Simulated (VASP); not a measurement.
Set up this calculation in VASP 6.6.1, as the native input.

```yaml
Task: relaxation of cell and atoms
Functional: LDA
Potentials_or_basis: VASP PAW LDA potentials, release 64 (Mg, Sb)
Cutoff: 600 eV
k_mesh: 9 × 9 × 5
Occupations: gaussian, width 0.03 eV
Spin: no spin polarisation
Further_INCAR_settings: ALGO = Normal; EDIFF = 1e-06; IBRION = 2; EDIFFG = -0.01; NSW = 90; ISIF = 3
```

The structure of Mg3Sb2 lies in POSCAR:

```
Mg3Sb2
1.0
    4.5820000000      0.0000000000      0.0000000000
   -2.2910000000      3.9681284000      0.0000000000
    0.0000000000      0.0000000000      7.2440000000
Mg Sb
3 2
Direct
    0.3333333300      0.6666666700      0.6300000000
    0.6666666700      0.3333333300      0.3700000000
    0.0000000000      0.0000000000      0.0000000000
    0.3333333300      0.6666666700      0.2350000000
    0.6666666700      0.3333333300      0.7650000000
```

One way to write it, as run:

INCAR

```
SYSTEM = Mg3Sb2
PREC = Accurate ; ENCUT = 600
EDIFF = 1E-6 ; ISMEAR = 0
SIGMA = 0.03 ; LREAL = .FALSE.
LASPH = .TRUE. ; NELM = 80
ALGO = Normal ; ISIF = 3
LWAVE = .FALSE. ; LCHARG = .FALSE.
GGA = CA ; IBRION = 2
NSW = 90 ; EDIFFG = -0.01
```

KPOINTS

```
regular mesh
0
G
  9 9 5
  0 0 0
```

Potentials or basis: VASP PAW LDA potentials, release 64 (Mg, Sb).

Command:

```sh
$ cat potpaw_LDA.64/Mg/POTCAR potpaw_LDA.64/Sb/POTCAR > POTCAR
$ mpirun -np 1 vasp_std > vasp.out
```

Results of the run:

```json
{
  "Relaxed volume": "24.96 Å³/atom",
  "Relaxed cell": "a = 4.500 Å, b = 4.500 Å, c = 7.116 Å, α = 90.00°, β = 90.00°, γ = 120.00°",
  "Space group after relaxing (to 0.05 Å)": "P-3m1 (No. 164)",
  "Energy gained by relaxing": "15.8 meV/atom",
  "Ionic steps": "8",
  "Pressure after relaxing": "0.0 GPa",
  "Largest force after relaxing": "0.006 eV/Å",
  "Band gap on the k mesh": "0.15 eV, indirect (least direct gap 1.22 eV)"
}
```

Caveat: spin-orbit coupling is left out, which moves the levels of the heavy elements; an odd mesh through Γ misses points on the zone boundary, where band edges often lie.

Run time: 3.8 min on 1 thread of AMD EPYC 9R45 (Zen 5), on a shared host, peak memory 0.28 GiB.
